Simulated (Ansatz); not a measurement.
**Property card for ZrSiO₄**

These are results of DFT PBE, scalar-relativistic, plane waves, PAW in Ansatz 0.2.0, not measurements.

Plane waves to 420 eV, a k mesh through Γ of 6×6×6 on the computed 12-atom cell and Gaussian smearing (0.02 eV); no spin polarisation.

The structure is relaxed at this level of theory with its symmetry kept. Whether it is the stable form of this composition wasn't checked.

```
CELL_PARAMETERS angstrom
-3.33877 3.33877 3.01188
3.33877 -3.33877 3.01188
3.33877 3.33877 -3.01188
ATOMIC_POSITIONS crystal
Zr 0.75000 0.25000 0.50000
Zr 0.00000 0.00000 0.00000
Si 0.25000 0.75000 0.50000
Si 0.50000 0.50000 0.00000
O 0.13591 0.31967 0.81624
O 0.06967 0.75344 0.68376
O 0.50344 0.31967 0.18376
O 0.06967 0.38591 0.31624
O 0.61409 0.93033 0.68376
O 0.68033 0.86409 0.18376
O 0.24656 0.93033 0.31624
O 0.68033 0.49656 0.81624
```

Formation energy from the elements' standard states (uncorrected)?

-3.117 eV/atom.

Kohn–Sham band gap?

4.59 eV, indirect from (0.073, 0.073, -0.073) to (0.188, 0.365, 0.219) (the valley at (0.200, 0.200, 0.300) lies within 0.03 eV, so the order isn't resolved).

Löwdin character of the top 1 eV of the valence band?

O 2p 95 %.

Löwdin character of the lowest 1 eV of the conduction band?

Zr 4d 80 %, O 2p 10 %.

Electron masses at the edge by Cartesian direction of the standard setting (m_e; degenerate bands sorted by energy; no spin-orbit coupling)?

x: 2.6; y: 2.1; z: 10.

Hole masses at the edge by Cartesian direction of the standard setting (m_e; degenerate bands sorted by energy; no spin-orbit coupling)?

x: 1.8; y: 1.8; z: 6.9.

Bulk modulus?

197 GPa.

Its pressure derivative?

5.3.

Electronic dielectric constant xx, yy, zz of the standard setting (independent particles)?

4.2, 4.2, 4.5.

Cost: 12 runs of about 5.7 core-minutes in all, on AMD EPYC 9B45 (Zen 5) (shared hosts).